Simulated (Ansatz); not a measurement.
The system is Al2Au.

```
Au Al
1.0
     0.00000    3.00000    3.00000
     3.00000    0.00000    3.00000
     3.00000    3.00000    0.00000
Au Al
1 2
Direct
  0.00000 0.00000 0.00000
  0.75000 0.75000 0.75000
  0.25000 0.25000 0.25000
```

| Quantity | Value |
| --- | --- |
| Program | Ansatz 0.2.0 |
| Task | relaxation of cell and atoms |
| Functional | PBE |
| Potentials or basis | Ansatz PAW |
| Cutoff | 420 eV (not typed: the program's choice for these potentials) |
| k mesh | 8 × 8 × 8 |
| Occupations | fermi-dirac, width 0.05 eV |
| Spin | no spin polarisation |

At the start: volume 18.00 Å³/atom.

**Question.** Where does the relaxation end?

**Answer.** It ends after 4 steps and the volume is 18.55 Å³/atom (+3.0 %); space group Fm-3m (No. 225, to 0.05 Å).

The path:
```tsv
step	energy change (eV)	largest force (eV/Å)	volume (Å³)
1	0.0000	0.0000	54.00
2	-0.0143	0.0000	56.08
3	-0.0157	0.0000	55.65
4	-0.0163	0.0000	55.65
```

Final structure:
```cif
data_structure
_symmetry_space_group_name_H-M 'P 1'
_symmetry_Int_Tables_number 1
_cell_length_a 4.2853
_cell_length_b 4.2853
_cell_length_c 4.2853
_cell_angle_alpha 60.000
_cell_angle_beta 60.000
_cell_angle_gamma 60.000
_cell_volume 55.65
loop_
_atom_site_label
_atom_site_type_symbol
_atom_site_fract_x
_atom_site_fract_y
_atom_site_fract_z
_atom_site_occupancy
Au1 Au 0.00000 0.00000 0.00000 1
Al1 Al 0.75000 0.75000 0.75000 1
Al2 Al 0.25000 0.25000 0.25000 1
```

Caveat: the plane-wave basis is chosen anew once the cell has moved, so the energies of steps on either side of that aren't comparable.
